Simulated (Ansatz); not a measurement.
MoS2:

```
Mo S
1.0
     3.16900    0.00000    0.00000
    -1.58450    2.74443    0.00000
     0.00000    0.00000   12.32400
Mo S
2 4
Direct
  0.66667 0.33333 0.75000
  0.33333 0.66667 0.25000
  0.66667 0.33333 0.37700
  0.33333 0.66667 0.87700
  0.66667 0.33333 0.12300
  0.33333 0.66667 0.62300
```

```yaml
Program: Ansatz 0.2.0
Task: relaxation of cell and atoms
Functional: PBEsol
Potentials_or_basis: Ansatz PAW
Cutoff: "420 eV (not typed: the program's choice for these potentials)"
k_mesh: 10 × 10 × 3
Occupations: fermi-dirac, width 0.05 eV
Spin: no spin polarisation
```

At the start: volume 17.86 Å³/atom.

Problem. Where does the relaxation end?

Solution. It ends after 6 steps and the volume is 17.91 Å³/atom (+0.3 %); space group P6_3/mmc (No. 194, to 0.05 Å).

Step by step:
| step | energy change (eV) | largest force (eV/Å) | volume (Å³) |
| --- | --- | --- | --- |
| 1 | 0.0000 | 0.3130 | 107.18 |
| 2 | -0.0153 | 0.0161 | 105.41 |
| 3 | -0.0267 | 0.0014 | 107.23 |
| 4 | -0.0267 | 0.0028 | 107.38 |
| 5 | -0.0267 | 0.0000 | 107.49 |
| 6 | -0.0268 | 0.0000 | 107.49 |

Final structure:
```
CELL_PARAMETERS angstrom
3.14142 0.00000 0.00000
-1.57071 2.72055 0.00000
0.00000 0.00000 12.57714
ATOMIC_POSITIONS crystal
Mo 0.66667 0.33333 0.75000
Mo 0.33333 0.66667 0.25000
S 0.66667 0.33333 0.37396
S 0.33333 0.66667 0.87396
S 0.66667 0.33333 0.12604
S 0.33333 0.66667 0.62604
```

Caveat: the plane-wave basis is chosen anew once the cell has moved, so the energies of steps on either side of that aren't comparable; this functional lacks dispersion, which binds the layers, so the pressure and a relaxed spacing across them are unreliable; the PAW data sets come from PBE, with cores solved anew for the run's functional, which leaves a small shift of forces and pressure.
